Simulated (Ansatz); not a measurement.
A first try at a comparison of functionals at one structure of CdSe, space group Fm-3m, using the Ansatz DFT code, driven from Python.

The script reads `cdse.xyz`:
```text
2
Lattice="0.0 2.873958 2.873958 2.873958 0.0 2.873958 2.873958 2.873958 0.0" Properties=species:S:1:pos:R:3 pbc="T T T"
Cd    0.00000000    0.00000000    0.00000000
Se    2.87395800    2.87395800    2.87395800
```

Script `xc_cdse.py`:
```python
"""Functional comparison for CdSe (totals differ with the potentials too)."""

import warnings

import ansatz
import pandas as pd


def main() -> None:
    warnings.simplefilter("ignore", ansatz.DeckWarning)

    xtal = ansatz.Crystal.from_extxyz("cdse.xyz")

    base = (
        xtal.calculation()
        .occupations("Fixed")  # no smearing
        .kpoints(6)
        .basis(550)  # a bare number is in eV
        .band_table()  # levels at the mesh points
    )

    rows = []
    for value in ["r2scan", "pbesol", "lda"]:
        summary = base.functional(value).run(threads=1).report
        rows.append((value, summary["free_energy_ev"] / len(summary["lattice"]["sites"]), summary["n_iterations"], summary["gap_by_band_count_ev"], summary["n_kpoints"]))

    table = pd.DataFrame(rows, columns=["functional", "F/atom (eV)", "iterations", "gap by band count (eV)", "k-points"])
    print(table.round(5).to_string(index=False))


if __name__ == "__main__":
    main()
```

```console
$ python xc_cdse.py
RunWarning: iter 1: σ=0 fill of 18 bands saw a band overlap (occupied 9.9022 eV > unoccupied 9.3696 eV) — on an unconverged iterate often a transient of an unconverged empty band; one that stands at the close is told there (band_overlap_at_count); if the run [...]
RunWarning: the bands overlap at the fill by count (18 filled at each k-point of a channel): the highest filled level, 9.857730 eV at k-index 8, stands 0.5149 eV over the lowest empty one, 9.342836 eV at k-index 12, so that a fill of the lowest levels lies [...]
functional  F/atom (eV)  iterations  gap by band count (eV)  k-points
    r2scan  -6873.80587           6                 0.05814        16
    pbesol  -6804.58468           6                -0.51489        16
       lda  -6750.98052           6                -0.65629        16
```
(Warnings from the package without file and line, shortened, repeats left out.)

No error stopped it. What is wrong with the input all the same?

The fault: fixed occupations, though the bands overlap at this level of theory. The change:

```diff
--- before
+++ after
@@ -15,6 +15,5 @@
         xtal.calculation()
-        .occupations("Fixed")  # no smearing
+        .occupations("fermi_dirac", width=0.05)  # the run then minimises F = E - TS
         .kpoints(6)
         .basis(550)  # a bare number is in eV
-        .band_table()  # levels at the mesh points
     )
@@ -24,5 +23,5 @@
         summary = base.functional(value).run(threads=1).report
-        rows.append((value, summary["free_energy_ev"] / len(summary["lattice"]["sites"]), summary["n_iterations"], summary["gap_by_band_count_ev"], summary["n_kpoints"]))
+        rows.append((value, summary["free_energy_ev"] / len(summary["lattice"]["sites"]), summary["n_iterations"], summary["n_kpoints"]))
 
-    table = pd.DataFrame(rows, columns=["functional", "F/atom (eV)", "iterations", "gap by band count (eV)", "k-points"])
+    table = pd.DataFrame(rows, columns=["functional", "F/atom (eV)", "iterations", "k-points"])
     print(table.round(5).to_string(index=False))
```

With that change:

```console
$ python xc_cdse.py
functional  F/atom (eV)  iterations  k-points
    r2scan  -6873.80727           6        16
    pbesol  -6804.59409           6        16
       lda  -6750.99251           6        16
```

Caveats:
- This is a high-temperature or high-pressure form, not the ambient phase.
- This cell is a computed structure, which may not be the phase found in nature.
- Total energies of different functionals can't be compared; pressures, moments and gaps at this one structure can.
- Timing: 4.6 s on 1 thread of Intel(R) Xeon(R) Processor @ 2.30GHz, with other jobs on the host, peak memory 0.63 GiB.
